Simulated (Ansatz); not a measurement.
# Polarity and tunnelling in Hf/GaN/Mg, part 2 of 6

Both polarities of the barrier in Hf/GaN/Mg, relaxed and compared. The lower electrode is Hf hcp(0001), the upper one Mg hcp(0001); the barrier is GaN zinc blende(111) (whole bilayers). In the first transport cell, after relaxation, the nearest pair of electrode and barrier is Hf–N at 2.10 Å, along the normal, at the lower face and Mg–Ga at 3.05 Å, at a slant, at the upper one. All share a net of side 3.209 Å, which strains the lower electrode by +0.3 %, the upper one by +0.6 % and the barrier by -0.3 %, against typed lattice constants near PBE's. The first steps treat the bulk electrodes alone.

Ansatz 0.2.0; PBE DFT, plane waves, PAW files (the session's first sound run).

So far: Set-up; Layer spacing of the electrode, electrode Hf hcp(0001); The strained electrode, electrode Mg hcp(0001).

### 4. Relaxing the interfaces, box 44.3 Å, polarity N face on the lower electrode

System of this step: Hf/GaN/Mg. The cell holds 16 atoms: 4 Hf, 4 N, 4 Ga and 4 Mg. Cell: a = 3.209 Å, b = 3.209 Å, c = 44.312 Å, α = 90.0°, β = 90.0°, γ = 120.0°. Vacuum lies along c.

Tunnelling depends exponentially on distance, so the interfaces are relaxed first. A short slab in vacuum serves: only the barrier and the layers next to it are taken over, and later cells can add or drop layers in the barrier's middle. The dipole correction removes the field that unlike faces would set up across the vacuum.

File input.yaml:

```yaml
crystal:
  lattice:
    - [3.209, 0.0, 0.0]
    - [-1.6045, 2.7790755207, 0.0]
    - [0.0, 0.0, 44.3121303595]
  atoms:
    - { symbol: Hf, position: [0.0, 0.0, 0.1805374721] }
    - { symbol: Hf, position: [0.33333333, 0.66666667, 0.2374074282] }
    - { symbol: Hf, position: [0.0, 0.0, 0.2942773842] }
    - { symbol: Hf, position: [0.33333333, 0.66666667, 0.3511473403] }
    - { symbol: "N", position: [0.33333333, 0.66666667, 0.4077909722] }
    - { symbol: Ga, position: [0.66666667, 0.33333333, 0.4226385322] }
    - { symbol: "N", position: [0.66666667, 0.33333333, 0.4671812123] }
    - { symbol: Ga, position: [0.0, 0.0, 0.4820287723] }
    - { symbol: "N", position: [0.0, 0.0, 0.5265714524] }
    - { symbol: Ga, position: [0.33333333, 0.66666667, 0.5414190125] }
    - { symbol: "N", position: [0.33333333, 0.66666667, 0.5859616926] }
    - { symbol: Ga, position: [0.66666667, 0.33333333, 0.6008092526] }
    - { symbol: Mg, position: [0.0, 0.0, 0.6445094823] }
    - { symbol: Mg, position: [0.33333333, 0.66666667, 0.7028271641] }
    - { symbol: Mg, position: [0.0, 0.0, 0.761144846] }
    - { symbol: Mg, position: [0.33333333, 0.66666667, 0.8194625279] }
kpoints:
  mp_grid: { grid: [8, 8, 1] }
scf:
  occupations: { method: fermi_dirac, width: 0.1 }
  max_iter: 150
hamiltonian:
  xc: pbe
efield:
  axis: 3
  dipole_correction: true
relax:
  f_tol: 0.04
  max_steps: 90
output:
  forces: true
```

Command:

```sh
> ansatz run input.yaml --threads 4 --pin off --max-ram 10240MiB --backend cpu --events-out ev --progress --plain --runs-dir out
```

Numbers of over 12 decimals in the logs are rounded to 6 here.

The log of the run:

```text
[...]
Crystal: 16 atoms, lattice volume = 395.178 Å³
Basis set: ecut = 420 eV, 7817 PW (Γ), exchange–correlation on 48×48×600 points (8 copies of the dense FFT grid, shifted against one another)
Bands: 130, of which v1, the nominal top of the filled ones, is band 108 counted from 1 (107 counted from 0)
Symmetry: 6 space group operations
[...]
k-points: 10 of 64 (time reversal used)
[...]
SCF iter   1: F=—  HF=-87250.153287 eV  |F-HF|=—  |Δ(HF+E_count)|=         —  Δρ=1.16e-2  dr2=1.38e2  ethr=1.77e-3  p=-0.004 e·Å  D=-1.99e-3 V/Å  ΔV_dip=0.09 eV  dr2_dipole=1.68e2  V_vac-E_F(+/−)=4.29/4.21 eV  ⟨swp⟩=6.9  Hψ=5497  notcnv=0  defer=19
efield: sawtooth ramp at fractional position 0.9500 (placed from the atoms, in the widest stretch of the axis that holds none; the zero of the levels goes with the place), width 0.1000; the density the first Hamiltonian is built on has a dipole p = -0.004 e·Å; the dipole correction subtracts the counter field D = -1.99e-3 V/Å, which shifts the + side's vacuum level by +0.09 eV against the − side's; the planar-averaged density in the ramp window peaks in size at 1.0e-4 e/Å³
[...]
SCF iter   2: F=—  HF=-87249.511554 eV  |F-HF|=—  |Δ(HF+E_count)|=   6.42e-1  Δρ=3.21e-3  dr2=3.26e-1  ethr=1.77e-3  p=0.026 e·Å  D=1.20e-2 V/Å  ΔV_dip=-0.53 eV  dr2_dipole=1.26e-1  V_vac-E_F(+/−)=3.80/4.33 eV  ⟨swp⟩=2.2  Hψ=1624  notcnv=0  defer=48
[...]
SCF iter   7: F=-87249.488537 eV  HF=-87249.488554 eV  |F-HF|=1.70e-5  |Δ(HF+E_count)|=   1.23e-5  Δρ=4.99e-5  dr2=2.84e-5  ethr=1.85e-8  p=0.027 e·Å  D=1.21e-2 V/Å  ΔV_dip=-0.54 eV  dr2_dipole=5.52e-7  V_vac-E_F(+/−)=3.79/4.33 eV  ⟨swp⟩=3.5  Hψ=5663  notcnv=0
WARN: efield: at this solve's end the planar-averaged density reaches 3.72e-5 e/Å³ inside the ramp window [0.9274, 0.0726] (bound 1e-5 e/Å³); the window's nearer edge stands 4.78 Å from this solve's nearest atom along the axis. Its work functions, free energy, forces, stress, dipole, levels and responses can be off, and this figure does not tell by how much. A short vacuum, a low `basis.ecutwfc` or `basis.ecutrho_ratio` and negative occupations (`scf.occupations.method`) can put density there. See the manual's quickstart, § The vacuum guard
SCF 1 converged in 7 iterations: F = -87249.488537 eV  dr2 = 2.84e-5
[...]
relax step   1: F+E_penalty+E_count = -87249.48853683 eV  Δ(F+E_penalty+E_count) = +0.000e0 eV  max|allowed force component| = 2.079e0 eV/Å  Δτ_max = 0.0000 Å  (7 SCF iters, dr2 threshold 4.00e-5 eV, accepted)
[...]
SCF iter   1: F=—  HF=-87250.427558 eV  |F-HF|=—  |Δ(HF+E_count)|=         —  Δρ=9.78e-3  dr2=3.18e0  ethr=1.48e-3  p=0.027 e·Å  D=1.21e-2 V/Å  ΔV_dip=-0.54 eV  dr2_dipole=2.02e-1  V_vac-E_F(+/−)=3.76/4.30 eV  ⟨swp⟩=1.0  Hψ=4659  notcnv=0  defer=27
efield: sawtooth ramp at fractional position 0.9500 (handed on by an earlier solve), width 0.1000; the density the first Hamiltonian is built on has a dipole p = 0.027 e·Å; the dipole correction subtracts the counter field D = 1.21e-2 V/Å, which shifts the + side's vacuum level by -0.54 eV against the − side's; the planar-averaged density in the ramp window peaks in size at 2.9e-5 e/Å³
[...]
SCF iter   2: F=—  HF=-87250.265540 eV  |F-HF|=—  |Δ(HF+E_count)|=   1.62e-1  Δρ=5.24e-3  dr2=3.50e-1  ethr=1.47e-3  p=0.024 e·Å  D=1.08e-2 V/Å  ΔV_dip=-0.48 eV  dr2_dipole=8.31e-4  V_vac-E_F(+/−)=3.80/4.28 eV  ⟨swp⟩=3.2  Hψ=2314  notcnv=0  defer=31
[...]
SCF iter   7: F=-87250.211491 eV  HF=-87250.211507 eV  |F-HF|=1.64e-5  |Δ(HF+E_count)|=   7.72e-5  Δρ=6.70e-5  dr2=3.35e-5  ethr=4.63e-8  p=0.025 e·Å  D=1.13e-2 V/Å  ΔV_dip=-0.50 eV  dr2_dipole=1.69e-6  V_vac-E_F(+/−)=3.80/4.30 eV  ⟨swp⟩=3.5  Hψ=5461  notcnv=0
[...]
SCF 2 converged in 7 iterations: F = -87250.211491 eV  dr2 = 3.35e-5
relax step   2: F+E_penalty+E_count = -87250.21149067 eV  Δ(F+E_penalty+E_count) = -7.230e-1 eV  max|allowed force component| = 8.457e-1 eV/Å  Δτ_max = 0.1975 Å  (7 SCF iters, dr2 threshold 1.00e-4 eV, accepted)
[...]
SCF iter   7: F=-87250.448953 eV  HF=-87250.448981 eV  |F-HF|=2.82e-5  |Δ(HF+E_count)|=   3.74e-5  Δρ=6.07e-5  dr2=3.82e-5  ethr=2.07e-8  p=0.024 e·Å  D=1.09e-2 V/Å  ΔV_dip=-0.48 eV  dr2_dipole=5.68e-8  V_vac-E_F(+/−)=3.80/4.28 eV  ⟨swp⟩=4.1  Hψ=5700  notcnv=0
[...]
SCF 3 converged in 7 iterations: F = -87250.448953 eV  dr2 = 3.82e-5
[...]
relax step   3: F+E_penalty+E_count = -87250.44895303 eV  Δ(F+E_penalty+E_count) = -2.375e-1 eV  max|allowed force component| = 1.174e0 eV/Å  Δτ_max = 0.1912 Å  (7 SCF iters, dr2 threshold 4.47e-5 eV, accepted)
[...]
relax step   4: F+E_penalty+E_count = -87250.51133351 eV  Δ(F+E_penalty+E_count) = -6.238e-2 eV  max|allowed force component| = 1.648e-1 eV/Å  Δτ_max = 0.1539 Å  (6 SCF iters, dr2 threshold 1.00e-4 eV, accepted)
[...]
relax step   5: F+E_penalty+E_count = -87250.51247746 eV  Δ(F+E_penalty+E_count) = -1.144e-3 eV  max|allowed force component| = 1.592e-1 eV/Å  Δτ_max = 0.0250 Å  (7 SCF iters, dr2 threshold 1.70e-6 eV, accepted)
SCF iter   1: F=—  HF=-87250.514871 eV  |F-HF|=—  |Δ(HF+E_count)|=         —  Δρ=5.55e-4  dr2=1.28e-2  ethr=3.05e-5  p=0.026 e·Å  D=1.20e-2 V/Å  ΔV_dip=-0.53 eV  dr2_dipole=7.45e-3  V_vac-E_F(+/−)=3.76/4.29 eV  ⟨swp⟩=2.0  Hψ=2409  notcnv=0  defer=42
[...]
SCF iter   7: F=-87250.514276 eV  HF=-87250.514277 eV  |F-HF|=1.65e-8  |Δ(HF+E_count)|=   1.22e-8  Δρ=1.53e-6  dr2=1.89e-8  ethr=4.63e-11  p=0.026 e·Å  D=1.19e-2 V/Å  ΔV_dip=-0.53 eV  dr2_dipole=4.48e-9  V_vac-E_F(+/−)=3.76/4.29 eV  ⟨swp⟩=5.0  Hψ=4667  notcnv=0
[...]
SCF 6 converged in 7 iterations: F = -87250.514276 eV  dr2 = 1.89e-8
relax step   6: F+E_penalty+E_count = -87250.51427649 eV  Δ(F+E_penalty+E_count) = -1.799e-3 eV  max|allowed force component| = 9.346e-3 eV/Å  Δτ_max = 0.0088 Å  (7 SCF iters, accepted)
SCF converged after 7 iterations
Free energy (F): -87250.514276 eV
[...]
Internal energy: -87250.259474 eV  (E = F + TS)
E sigma→0 (E₀):  -87250.386875 eV
Entropy (-TS):   -0.254802 eV (-15.925 meV/atom)
Fermi energy:    7.210560 eV
Dipole field:    D = 0.012012 V/Å  (p = 0.026232 e·Å, saw-weighted, corrected)
Work function:   Φ+ = 3.7580 eV   Φ− = 4.2905 eV
Levels:          The Fermi level and band energies are counted from a zero that moves with the ramp; work functions are not
Vacuum region:   at the solve's end the planar-averaged density reaches 4.30e-5 e/Å³ inside the ramp window [0.9274, 0.0726] (bound 1e-5 e/Å³); by the running means of the window's planes the mean density over a ramp is at most 3.97e-5 e/Å³, which is held to the bound (the quickstart, § The vacuum guard, A window that rings)
[...]
--- Forces (eV/Å), atoms counted from 1 ---
  atom   1  Hf     0.00000000    -0.00000000    -0.00015841
  atom   2  Hf     0.00000000     0.00000000     0.00112872
  atom   3  Hf     0.00000000    -0.00000000     0.00099123
  atom   4  Hf     0.00000000     0.00000000    -0.00082967
  atom   5  N      0.00000000    -0.00000000    -0.00254548
  atom   6  Ga     0.00000000     0.00000000    -0.00088473
  atom   7  N      0.00000000    -0.00000000    -0.00411735
  atom   8  Ga     0.00000000     0.00000000     0.00409436
  atom   9  N      0.00000000    -0.00000000     0.00101552
  atom  10  Ga     0.00000000     0.00000000    -0.00130262
  atom  11  N      0.00000000    -0.00000000    -0.00819545
  atom  12  Ga     0.00000000     0.00000000     0.00934498
  atom  13  Mg    -0.00000000    -0.00000000     0.00035069
  atom  14  Mg    -0.00000000    -0.00000000     0.00030573
  atom  15  Mg     0.00000000     0.00000000     0.00015370
  atom  16  Mg     0.00000000    -0.00000000     0.00063551
  max |Σ_I F_I| component: 1.33e-5 eV/Å
--- Relaxed structure (6 steps of the walk, 6 accepted, 0 SCFs on fresh bases) ---
  F+E_penalty+E_count = -87250.51427649 eV   max|allowed force component| = 9.346e-3 eV/Å
  atoms:
    - { symbol: Hf, position: [3.167865777087324e-17, -5.898059818321144e-17, 0.184376] }
    - { symbol: Hf, position: [0.333333, 0.666667, 0.238320] }
    - { symbol: Hf, position: [3.022355009665881e-17, -5.898059818321144e-17, 0.296692] }
    - { symbol: Hf, position: [0.333333, 0.666667, 0.355010] }
    - { symbol: N, position: [0.333333, 0.666667, 0.402451] }
    - { symbol: Ga, position: [0.666667, 0.333333, 0.417605] }
    - { symbol: N, position: [0.666667, 0.333333, 0.461714] }
    - { symbol: Ga, position: [2.2635288862145656e-17, -5.898059818321144e-17, 0.477019] }
    - { symbol: N, position: [2.210958436909347e-17, -5.898059818321144e-17, 0.521047] }
    - { symbol: Ga, position: [0.333333, 0.666667, 0.536416] }
    - { symbol: N, position: [0.333333, 0.666667, 0.580464] }
    - { symbol: Ga, position: [0.666667, 0.333333, 0.597137] }
    - { symbol: Mg, position: [3.531848732262098e-17, -5.898059818321144e-17, 0.651909] }
    - { symbol: Mg, position: [0.333333, 0.666667, 0.710385] }
    - { symbol: Mg, position: [3.5123748775971786e-17, -5.898059818321144e-17, 0.768354] }
    - { symbol: Mg, position: [0.333333, 0.666667, 0.826814] }
```

The job ended after 78 s (4 threads of Arm Neoverse V1, shared host; peak memory 1.4 GiB).

Step by step:

```
step  energy less that of the first step (eV)  largest force component (eV/Å)
   1                                   0.0000                          2.0788
   2                                  -0.7230                          0.8457
   3                                  -0.9604                          1.1742
   4                                  -1.0228                          0.1648
   5                                  -1.0239                          0.1592
   6                                  -1.0257                          0.0093
```

Forces are held to the 6 operations that the run works with; a distortion that breaks them can't arise in this run.

The atoms that moved most (Å):

```
atom     dx     dy      dz  length
Mg14  0.000  0.000   0.335   0.335
Mg13  0.000  0.000   0.328   0.328
Mg16  0.000  0.000   0.326   0.326
Mg15  0.000  0.000   0.319   0.319
  N9  0.000  0.000  -0.245   0.245
 N11  0.000  0.000  -0.244   0.244
  N7  0.000  0.000  -0.242   0.242
  N5  0.000  0.000  -0.237   0.237
```

Final coordinates:

```cif
data_structure
_symmetry_space_group_name_H-M 'P 1'
_symmetry_Int_Tables_number 1
_cell_length_a 3.2090
_cell_length_b 3.2090
_cell_length_c 44.3121
_cell_angle_alpha 90.000
_cell_angle_beta 90.000
_cell_angle_gamma 120.000
_cell_volume 395.18
loop_
_atom_site_label
_atom_site_type_symbol
_atom_site_fract_x
_atom_site_fract_y
_atom_site_fract_z
_atom_site_occupancy
Hf1 Hf 0.00000 0.00000 0.18438 1
Hf2 Hf 0.33333 0.66667 0.23832 1
Hf3 Hf 0.00000 0.00000 0.29669 1
Hf4 Hf 0.33333 0.66667 0.35501 1
N5 N 0.33333 0.66667 0.40245 1
Ga6 Ga 0.66667 0.33333 0.41761 1
N7 N 0.66667 0.33333 0.46171 1
Ga8 Ga 0.00000 0.00000 0.47702 1
N9 N 0.00000 0.00000 0.52105 1
Ga10 Ga 0.33333 0.66667 0.53642 1
N11 N 0.33333 0.66667 0.58046 1
Ga12 Ga 0.66667 0.33333 0.59714 1
Mg13 Mg 0.00000 0.00000 0.65191 1
Mg14 Mg 0.33333 0.66667 0.71039 1
Mg15 Mg 0.00000 0.00000 0.76835 1
Mg16 Mg 0.33333 0.66667 0.82681 1
```

This step gave:

```yaml
free_energy: -87250.5143 eV
fermi_energy: 7.211 eV
```

The largest force component on a free atom ends at 0.0093 eV/Å. At one or more of this run's solves the program warned of density in the dipole ramp over its bound, where dipole, forces and levels can be off.

(Part 2 of 6 ends here.)

[Logs are printed without paths, hosts, clocks, repeated set-up lines and the standing remarks that a program may print on its own settings, such as how far it seeks lower states.]

[Hosts, paths, dates, database ids (printed as entryN), source tags and the programs' standing remarks are cut or masked in the printed files.]
